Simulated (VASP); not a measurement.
# From an Ansatz input to VASP: CdTe (strained zincblende)

Ansatz input

```yaml
crystal:
  lattice:
    - [0.0, 3.2143560138, 3.2143560138]
    - [3.2143560138, 0.0, 3.2143560138]
    - [3.2143560138, 3.2143560138, 0.0]
  atoms:
    - { symbol: Cd, position: [0.0, 0.0, 0.0] }
    - { symbol: Te, position: [0.25, 0.25, 0.25] }
kpoints:
  mp_grid: { grid: [6, 6, 6] }
  band_path:
    path:
      - [0.0, 0.0, 0.0]
      - [-0.5, -0.5, 0.0]
      - [-0.375, -0.375, 0.25]
      - [-0.375, 0.0, 0.375]
      - [0.0, 0.0, 0.5]
      - [-0.5, -0.25, 0.25]
    npoints: 1
hamiltonian:
  xc: pbe
scf:
  occupations: { method: fermi_dirac, width: 0.02 }
  n_extra_bands: 4
output:
  forces: true
  stress: true
  eigenvalues: true
```

Problem. Translate this input to VASP.

Solution. 

INCAR

```
NBANDS = 16
EDIFF = 1E-7
LELF = .TRUE.
LASPH = .TRUE.
ENCUT = 520
SIGMA = 0.02
LCHARG = .TRUE.
LWAVE = .FALSE.
NSW = 0
GGA = PE
IBRION = -1
NELM = 120
PREC = Accurate
LREAL = .FALSE.
ISIF = 2
ISMEAR = -1
```

KPOINTS

```
KPOINTS created by Atomic Simulation Environment
0
Gamma
6 6 6
0 0 0
```

KPOINTS_OPT

```
special points
6
Reciprocal
0.0000000000 0.0000000000 0.0000000000 1
-0.5000000000 -0.5000000000 0.0000000000 1
-0.3750000000 -0.3750000000 0.2500000000 1
-0.3750000000 0.0000000000 0.3750000000 1
0.0000000000 0.0000000000 0.5000000000 1
-0.5000000000 -0.2500000000 0.2500000000 1
```

POSCAR

```
Cd Te
 1.0000000000000000
     0.0000000000000000    3.2143560137999998    3.2143560137999998
     3.2143560137999998    0.0000000000000000    3.2143560137999998
     3.2143560137999998    3.2143560137999998    0.0000000000000000
 Cd  Te
   1   1
Cartesian
  0.0000000000000000  0.0000000000000000  0.0000000000000000
  1.6071780069000003  1.6071780069000003  1.6071780069000003
```

VASP ran with the recommended PBE PAW datasets (18 valence electrons in the cell). Other inputs would serve too.

```tsv
	Ansatz	VASP
gap between bands v and c	0.84 eV	0.84 eV
least direct gap	0.84 eV	0.84 eV
pressure	3.8 GPa	3.9 GPa
```

Datasets and cutoffs are each program's own. VASP's cell holds 18 valence electrons and Ansatz's 36. Ansatz's stress includes a Pulay correction; VASP's doesn't.
